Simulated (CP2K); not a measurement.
The system is Re.

```
Re
1.0
     2.76080    0.00000    0.00000
    -1.38040    2.39092    0.00000
     0.00000    0.00000    4.45820
Re
2
Cartesian
  1.3804 0.7970 3.3436
  0.0000 1.5939 1.1145
```

Base run:

```yaml
Program: CP2K 2026.2
Functional: LDA
Potentials_or_basis: POTENTIAL_UZH Re GTH-PBE-q15; TZVP-MOLOPT-PBE-GTH basis
Density_cutoff: 9184 eV
k_mesh: 11 × 11 × 6
Occupations: fermi-dirac, width 0.05 eV
Spin: no spin polarisation
```

Its results: band gap on the k mesh none (metal or under the smearing width); pressure -8.1 GPa.

Question: After a change of settings the same cell gave: band gap on the k mesh none (metal or under the smearing width); pressure 7.2 GPa. Which change was it?
A. functional from LDA to RPBE
B. functional from LDA to PBEsol
C. functional from LDA to r2SCAN
D. functional from LDA to optB88-vdW

Answer: A.

RPBE binds less tightly than LDA, so the same cell stands under more pressure.

Caveats: the potentials were made for another functional, which shifts forces and pressure; spin-orbit coupling is left out, which moves the levels of the heavy elements; the basis of atomic orbitals isn't converged, which shifts pressures, moduli and gaps.

Runs at the PBE level aren't shown here.
